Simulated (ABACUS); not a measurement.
GaSb: equation of state with rSCAN

Crystal: GaSb.

```
Sb Ga
1.0
     0.00000    3.05900    3.05900
     3.05900    0.00000    3.05900
     3.05900    3.05900    0.00000
Sb Ga
1 1
Direct
  0.75000 0.75000 0.75000
  0.00000 0.00000 0.00000
```

```yaml
Program: ABACUS 3.10.1
Task: equation of state
Functional: rSCAN
Potentials_or_basis: SG15 ONCV 1.2 PBE
Cutoff: 1279 eV
Density_cutoff: 5116 eV
Basis: plane waves
k_mesh: 5 × 5 × 5
Occupations: fermi-dirac, width 0.05 eV
Spin: no spin polarisation
```

The equilibrium volume is 28.06 Å³/atom (rough: see the caveat). The bulk modulus is 59 GPa (rough).

Energy against volume, from the lowest point:
| volume (Å³/atom) | energy (meV/atom) |
| --- | --- |
| 26.907 | 9.76 |
| 28.052 | 0.00 |
| 29.197 | 7.53 |
| 30.342 | 27.30 |

All runs of the series together: 99 s on 4 threads of Intel(R) Xeon(R) Platinum 8488C (Sapphire Rapids), on a shared host.

Caveat: the fit is doubtful: noisy points or a state that changes with volume; the potentials were made for another functional, which shifts forces and pressure. The run has no spin-orbit coupling, so splittings on Sb are missing.
